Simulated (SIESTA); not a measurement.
Runs of SIESTA 5.4.2 on TePt. Symmetry: R-3m, No. 166, trigonal system. Conventional cell: a = 3.963 Å, b = 3.963 Å, c = 19.983 Å, α = 90.00°, β = 90.00°, γ = 120.00°. Around Pt (site symmetry 3m) lie 3 Te at 2.59 Å and 3 Pt at 2.72 Å. Te (site symmetry 3m) is surrounded by 3 Pt at 2.59 Å. 

```tsv
level	U	gap on the mesh (eV)	pressure (GPa)	largest force (eV/Å)
PBEsol+U	Pt d U = 2 eV	none	1.8	0.82
PBEsol	-	none	(b)	0.76
PBEsol+U	Pt d U = 4 eV	none	0.7	(c)
PBEsol+U	Pt d U = 6 eV	none	(a)	0.90
```

Alike in all rows: task density of states; potentials or basis PseudoDojo 0.4 standard (PBEsol files), DZP (energy shift 0.003 Ry; two zetas on semicore shells); no spin polarisation; cell as given; k mesh 6 × 6 × 6; smearing fermi-dirac 0.05 eV; grid cutoff 800 Ry; energy shift 0.003 Ry.

Problem. Fill in the values left out.

Solution. (a) -0.2; (b) 2.9; (c) 0.87.

Caveats: short orbitals over semicore shells can move pressures by several GPa; the basis of atomic orbitals isn't converged, which shifts pressures, moduli and gaps; U without spin polarisation on a metal has little footing (some runs); the U is typed as a test and isn't derived for this compound (some runs).

A k mesh can miss the band edges, and the runs leave out spin-orbit coupling on Pt, Te.

A gap of «none» marks a metal or a gap under the smearing width.
